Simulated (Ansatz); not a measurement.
# WS2 in Ansatz: relaxation of cell and atoms with PBE+D3(BJ)

Aim: the relaxation of cell and atoms of WS2 with PBE+D3(BJ).

Everything below comes from runs of Ansatz 0.2.0. Logs are shortened: lines on timing, memory, paths and dates and some standing lists are left out, and cuts for length are marked.

## 1. The slab as given

The cell holds a slab with vacuum, 12 atoms: a = 3.183 Å, b = 3.183 Å, c = 35.181 Å, α = 90.00°, β = 90.00°, γ = 120.00°.

## 2. Relaxation of cell and atoms, PBE+D3(BJ)

Contents of input.yaml:

```yaml
crystal:
  lattice:
    - [3.1831225544, 0.0, 0.0]
    - [-1.5915612772, 2.7566649955, 0.0]
    - [0.0, 0.0, 35.1805582101]
  atoms:
    - { symbol: W, position: [0.3333333333, 0.6666666667, 0.59231661] }
    - { symbol: W, position: [0.3333333333, 0.6666666667, 0.2234] }
    - { symbol: W, position: [0.6666666667, 0.3333333333, 0.7766] }
    - { symbol: W, position: [0.6666666667, 0.3333333333, 0.40768339] }
    - { symbol: S, position: [0.3333333333, 0.6666666667, 0.82114964] }
    - { symbol: S, position: [0.3333333333, 0.6666666667, 0.45202369] }
    - { symbol: S, position: [0.6666666667, 0.3333333333, 0.63662107] }
    - { symbol: S, position: [0.6666666667, 0.3333333333, 0.26774184] }
    - { symbol: S, position: [0.3333333333, 0.6666666667, 0.73225816] }
    - { symbol: S, position: [0.3333333333, 0.6666666667, 0.36337893] }
    - { symbol: S, position: [0.6666666667, 0.3333333333, 0.54797631] }
    - { symbol: S, position: [0.6666666667, 0.3333333333, 0.17885036] }
hamiltonian:
  xc: pbe
  pseudopotentials: { kind: paw }
  dispersion: d3bj
kpoints:
  mp_grid: { grid: [7, 7, 1] }
scf:
  occupations: { method: fermi_dirac, width: 0.05 }
output:
  forces: true
  stress: true
  eigenvalues: true
  write_density: true
  write_potential: true
  elf: true
  volumetric_format: npy
relax:
  f_tol: 0.01
  max_steps: 40
  cell: { stress_tol: 0.05 }
```

Potentials or basis: Ansatz PAW.

Command:

```sh
ansatz run input.yaml --threads 4 --pin off --max-ram 11264MiB --backend cpu --events-out ev --progress --plain --runs-dir out
```

The program printed:

```text
Warning: RAYON_NUM_THREADS=4 ignored (pool sized by the plan → 4); use --threads N
Engine: ansatz 0.2.0, x86_64-unknown-linux-gnu
Pseudopotentials: kind: paw
Pseudopotential: W, paw, valence charge 14, recommended cutoff 420 eV (normal), W.paw.azcp
Pseudopotential: S, paw, valence charge 6, recommended cutoff 420 eV (normal), S.paw.azcp
Functional definition: PBE
  parameter kappa = 0.804
  parameter beta = 0.06672455060314922
  exchange = pbe_x(kappa = kappa, mu = beta*pi^2/3)
  correlation = pbe_c(beta = beta)
Crystal: 12 atoms, lattice volume = 308.702 Å³
Basis set: ecut = 420 eV, 6081 PW (Γ), exchange–correlation on 48×48×480 points (8 copies of the dense FFT grid, shifted against one another)
Bands: 64, of which v1, the nominal top of the filled ones, is band 52 counted from 1 (51 counted from 0)
Symmetry: 12 space group operations
Space group: P-3m1 (ITA 164), of the structure as read, at distance tolerance 6.8e-5 Å
k-points: 8 of 49
Non-local potential: W, projectors of the file, l = 0: 3, l = 1: 2, l = 2: 2, l = 3: 1
Non-local potential: S, projectors of the file, l = 0: 2, l = 1: 2, l = 2: 2
PAW form: soft (Blöchl's): semilocal exchange-correlation on the pseudo side does not see the compensation charge
PAW one-centre angular grid: W, 590 points (default); XC on 64 Gauss nodes
PAW one-centre angular grid: S, 110 points (default); XC on 64 Gauss nodes
Initial density: superposition of atomic densities (neutral atoms: chi_scale 0, normalization atom), corrected by the library's trained network
Initial wavefunctions: pseudopotential atomic-orbital guess
Functional: x = pbe(κ = 0.804, μ = 0.2195149727645171), c = pbe(β = 0.06672455060314922)
SCF iter   1: F=—  HF=-48770.179792 eV  |F-HF|=—  |Δ(HF+E_count)|=         —  Δρ=4.59e-3  dr2=8.91e-2  ethr=1.77e-3  ⟨swp⟩=7.1  Hψ=2333  notcnv=0
preconditioner: auto → Resta (q_TF=auto, 2.276 Å⁻¹)  ε∞=5.6  [insulator: Δε(μ)=1.385 eV  Ē_g=8.338 eV  σ=0.050 eV  W_gap=1.00  n_scr=24 (ndim 8)  ℏωp=17.9 eV  f_vac=0.281  D(μ)=0.00/eV (n_scr^D=0)  ε∞_Penn≈5.6  vacuum switching on, ρ_ref=5.0e-3 e/Å³]
SCF iter   2: F=—  HF=-48770.183978 eV  |F-HF|=—  |Δ(HF+E_count)|=   4.19e-3  Δρ=2.37e-3  dr2=8.01e-3  ethr=8.57e-5  ⟨swp⟩=2.4  Hψ=903  notcnv=0  defer=20
SCF iter   3: F=—  HF=-48770.190439 eV  |F-HF|=—  |Δ(HF+E_count)|=   6.46e-3  Δρ=1.28e-3  dr2=2.16e-3  ethr=7.70e-6  ⟨swp⟩=2.1  Hψ=757  notcnv=0  defer=20
SCF iter   4: F=—  HF=-48770.193805 eV  |F-HF|=—  |Δ(HF+E_count)|=   3.37e-3  Δρ=1.15e-4  dr2=1.02e-4  ethr=2.07e-6  ⟨swp⟩=2.0  Hψ=782  notcnv=0  defer=20
SCF iter   5: F=—  HF=-48770.193823 eV  |F-HF|=—  |Δ(HF+E_count)|=   1.75e-5  Δρ=6.52e-5  dr2=4.98e-5  ethr=9.84e-8  ⟨swp⟩=3.4  Hψ=1100  notcnv=0  defer=20
SCF iter   6: F=—  HF=-48770.193679 eV  |F-HF|=—  |Δ(HF+E_count)|=   1.43e-4  Δρ=2.93e-5  dr2=6.86e-6  ethr=4.78e-8  ⟨swp⟩=2.0  Hψ=699  notcnv=0  defer=20
SCF iter   7: F=—  HF=-48770.193679 eV  |F-HF|=—  |Δ(HF+E_count)|=   8.18e-7  Δρ=9.54e-6  dr2=5.57e-7  ethr=6.60e-9  ⟨swp⟩=2.0  Hψ=689  notcnv=0  defer=20
SCF iter   8: F=-48770.193679 eV  HF=-48770.193679 eV  |F-HF|=9.28e-9  |Δ(HF+E_count)|=   5.79e-8  Δρ=1.96e-6  dr2=2.23e-8  ethr=9.62e-11  ⟨swp⟩=18.0  Hψ=4756  notcnv=0
SCF 1 converged in 8 iterations: F = -48770.193679 eV  dr2 = 2.23e-8
[... 72 lines left out ...]
SCF converged after 7 iterations
Free energy (F): -48770.332347 eV
Harris-Foulkes:  -48770.332347 eV  (|F-HF|=4.37e-11)
Internal energy: -48770.332346 eV  (E = F + TS)
E sigma→0 (E₀):  -48770.332347 eV
Entropy (-TS):   -0.000002 eV (-0.000 meV/atom)
Fermi energy:    7.745407 eV
--- Per-component energies (eV) ---
  E_band       = -1210.977517
  E_kinetic    = 2668.233377
  E_local      = -60779.767122  (includes V_loc(G=0)·N_el)
  E_nonlocal   = 229.525972
  E_hartree    = 29436.754492
  E_xc         = -1849.983137
  E_vxc        = -1661.991834  (∫ρ·V_xc dr)
  E_paw        = -39052.629102  (= ΣΔE_a)
  E_vpaw       = -540.486846  (= ΣTr[D̂ρ^β])
  E_aug_tail   = -0.000247  (compensation charges beyond the density's cutoff)
  E_ewald      = 20582.366323
  E_disp       = -4.832902  (pairwise vdW)
  E_smearing   = -0.000002  (= −TS)
  E_closure    = 0.000000  (closes the sum)
  Σ components = -48770.332347   (vs F -48770.332347, Δ=0.00e0)
--- Forces (eV/Å), atoms counted from 1 ---
  atom   1  W     -0.00000000     0.00000000    -0.00121721
  atom   2  W      0.00000000     0.00000000    -0.00150696
  atom   3  W      0.00000000    -0.00000000     0.00150696
  atom   4  W      0.00000000    -0.00000000     0.00121721
  atom   5  S     -0.00000000     0.00000000     0.00154551
  atom   6  S     -0.00000000     0.00000000    -0.00016721
  atom   7  S      0.00000000    -0.00000000     0.00119932
  atom   8  S      0.00000000    -0.00000000     0.00062079
  atom   9  S     -0.00000000     0.00000000    -0.00062079
  atom  10  S     -0.00000000     0.00000000    -0.00119932
  atom  11  S      0.00000000    -0.00000000     0.00016721
  atom  12  S      0.00000000    -0.00000000    -0.00154551
  max |Σ_I F_I| component: 3.47e-18 eV/Å
--- Stress (GPa, compression-positive) ---
        0.010587       0.000000      -0.000000
        0.000000       0.010587       0.000000
       -0.000000       0.000000      -0.003508
  P = ⅓ Tr σ = 0.0059 GPa (0.059 kbar)
--- Band table (eV; the first three rows and the last of 8) ---
  k-point 0: bands = ["-67.3036", "-67.3036", "-67.3010", "-67.3010", "-31.6027", "-31.6027", "-31.5992", "-31.5992", "-31.4231", "-31.4231", "-31.4231", "-31.4231", "-31.4186", "-31.4186", "-31.4186", "-31.4186", "-8.3879", "-8.3108", "-8.2193", "-8.1544", "-6.8441", "-6.6941", "-6.5354", "-6.4215", "-0.3664", "-0.0827", "0.2847", "0.6038", "3.5132", "3.7721", "3.7721", "3.7808", "3.7808", "3.7998", "3.7998", "3.8002", "3.8002", "4.0425", "4.7176", "5.0048", "5.0048", "5.0305", "5.0305", "5.0561", "5.0561", "5.0646", "5.0646", "5.4179", "6.1553", "6.6479", "7.0139", "7.2243", "9.5269", "9.5269", "9.5272", "9.5272", "9.5413", "9.5413", "9.5572", "9.5572", "9.6008", "9.6008", "9.6619", "9.6619"]
  k-point 1: bands = ["-67.3000", "-67.3000", "-67.2975", "-67.2975", "-31.5900", "-31.5900", "-31.5864", "-31.5864", "-31.4933", "-31.4933", "-31.4887", "-31.4887", "-31.4394", "-31.4394", "-31.4349", "-31.4349", "-8.0491", "-7.9730", "-7.8818", "-7.8165", "-6.6974", "-6.5578", "-6.4133", "-6.3115", "0.0290", "0.3020", "0.6645", "0.9903", "2.9644", "2.9848", "2.9992", "3.0171", "3.0472", "3.4271", "3.7803", "3.9669", "4.0897", "4.1064", "4.1277", "4.1313", "4.5171", "4.5475", "4.5760", "4.5869", "5.0044", "5.0984", "5.3144", "5.6652", "6.1032", "6.3677", "6.5232", "6.5877", "8.9895", "9.0753", "9.2122", "9.2949", "9.3442", "9.3675", "9.3950", "9.4548", "9.5236", "9.5396", "9.5821", "9.6082"]
  k-point 2: bands = ["-67.2920", "-67.2920", "-67.2894", "-67.2894", "-31.6481", "-31.6481", "-31.6432", "-31.6432", "-31.5612", "-31.5612", "-31.5577", "-31.5577", "-31.4758", "-31.4758", "-31.4713", "-31.4713", "-7.1799", "-7.1116", "-7.0273", "-6.9655", "-6.3236", "-6.2154", "-6.1118", "-6.0437", "0.6866", "0.8596", "1.0741", "1.2338", "1.7493", "1.8104", "1.9054", "2.1798", "2.2352", "2.5009", "2.5930", "2.6020", "3.7093", "3.7423", "3.7769", "3.7931", "4.5177", "4.6565", "4.7821", "4.8234", "4.8623", "4.8710", "4.8804", "5.0955", "5.4042", "5.4958", "5.5621", "5.5980", "8.7257", "8.9192", "9.0754", "9.1389", "9.1842", "9.2151", "9.2742", "9.4560", "9.8590", "10.0751", "10.3053", "10.4803"]
  k-point 7: bands = ["-67.2829", "-67.2829", "-67.2804", "-67.2804", "-31.7182", "-31.7182", "-31.7133", "-31.7133", "-31.6188", "-31.6188", "-31.6141", "-31.6141", "-31.5287", "-31.5287", "-31.5253", "-31.5253", "-5.8877", "-5.8617", "-5.8269", "-5.8022", "-5.7386", "-5.7046", "-5.6797", "-5.6728", "0.8230", "0.8285", "0.8440", "0.9249", "0.9355", "0.9364", "0.9595", "0.9873", "2.2931", "2.2984", "2.3723", "2.4203", "2.5631", "2.6150", "2.6848", "2.9498", "2.9963", "3.2468", "3.3547", "3.3925", "4.2447", "4.2754", "4.4188", "4.5697", "6.2337", "6.2920", "6.3570", "6.4024", "8.8047", "8.8486", "8.8941", "8.9236", "9.4409", "9.7155", "10.0293", "10.2489", "10.2857", "10.5088", "10.5199", "10.5556"]
--- Relaxed structure (5 steps of the walk, 5 accepted, 1 SCFs on fresh bases) ---
  F+E_penalty+E_count = -48770.33234738 eV   max|allowed force component| = 1.546e-3 eV/Å   (the final SCF, on the basis selected at the relaxed cell)
  cell:  # Å, volume = 290.4266 Å³
    - [3.1553833194075924, 0.0, -4.8377773951116025e-34]
    - [-1.5776916597037962, 2.732642113284643, 5.217084139655227e-33]
    - [-1.604044830319509e-32, 5.146310497275091e-32, 33.68228654853509]
  atoms:
    - { symbol: W, position: [0.33333333333333337, 0.6666666666666667, 0.5900960178074811] }
    - { symbol: W, position: [0.33333333333333337, 0.6666666666666667, 0.22954837994518512] }
    - { symbol: W, position: [0.6666666666666667, 0.33333333333333337, 0.7704516200548152] }
    - { symbol: W, position: [0.6666666666666667, 0.33333333333333337, 0.4099039821925192] }
    - { symbol: S, position: [0.33333333333333337, 0.6666666666666667, 0.8172661733669366] }
    - { symbol: S, position: [0.33333333333333337, 0.6666666666666667, 0.4566402493575497] }
    - { symbol: S, position: [0.6666666666666667, 0.33333333333333337, 0.6368314393995053] }
    - { symbol: S, position: [0.6666666666666667, 0.33333333333333337, 0.2763044476595319] }
    - { symbol: S, position: [0.33333333333333337, 0.6666666666666667, 0.7236955523404682] }
    - { symbol: S, position: [0.33333333333333337, 0.6666666666666667, 0.363168560600495] }
    - { symbol: S, position: [0.6666666666666667, 0.33333333333333337, 0.5433597506424506] }
    - { symbol: S, position: [0.6666666666666667, 0.33333333333333337, 0.18273382663306367] }
```

Run time: 6.8 s. Hardware: 4 threads of AMD EPYC 9R45 (Zen 5), shared host; peak memory 0.87 GiB.

What came out:

| Item | Value |
| --- | --- |
| Free energy | -48770.3323 eV |
| Relaxed volume | 24.20 Å³/atom |
| Relaxed cell | a = 3.155 Å, b = 3.155 Å, c = 33.682 Å, α = 90.00°, β = 90.00°, γ = 120.00° |
| Space group after relaxing (to 0.05 Å) | P-3m1 (No. 164) |
| Energy gained by relaxing | 11.6 meV/atom |
| Ionic steps | 6 |
| Band gap on the k mesh | 1.13 eV, indirect (least direct gap 2.30 eV) |

The path:
```csv
step,energy change (eV),largest force (eV/Å),volume (Å³)
1,0.0000,0.2282,308.70
2,-0.0111,0.3342,284.37
3,-0.1356,0.1604,290.16
4,-0.1400,0.0667,290.16
5,-0.1408,0.0015,290.43
6,-0.1387,0.0015,290.43
```

Final structure:
```
W S
1.0
     3.15538    0.00000    0.00000
    -1.57769    2.73264    0.00000
     0.00000    0.00000   33.68229
W S
4 8
Direct
  0.33333 0.66667 0.59010
  0.33333 0.66667 0.22955
  0.66667 0.33333 0.77045
  0.66667 0.33333 0.40990
  0.33333 0.66667 0.81727
  0.33333 0.66667 0.45664
  0.66667 0.33333 0.63683
  0.66667 0.33333 0.27630
  0.33333 0.66667 0.72370
  0.33333 0.66667 0.36317
  0.66667 0.33333 0.54336
  0.66667 0.33333 0.18273
```

Levels at points of the mesh, in eV from the valence-band top:
```csv
k point,band 50,band 51,band 52,band 53,band 54,band 55
"(0.00, 0.00, 0.00)",-0.58,-0.21,0.00,2.30,2.30,2.30
```

Caveat: odd divisions of the mesh miss points on the zone boundary, where band edges often lie, so the gap on the mesh can be too wide; the plane-wave basis is chosen anew once the cell has moved, so the energies of steps on either side of that aren't comparable; spin-orbit coupling is left out, which moves the levels of the heavy elements. As with any semilocal functional, this PBE gap is likely too small.
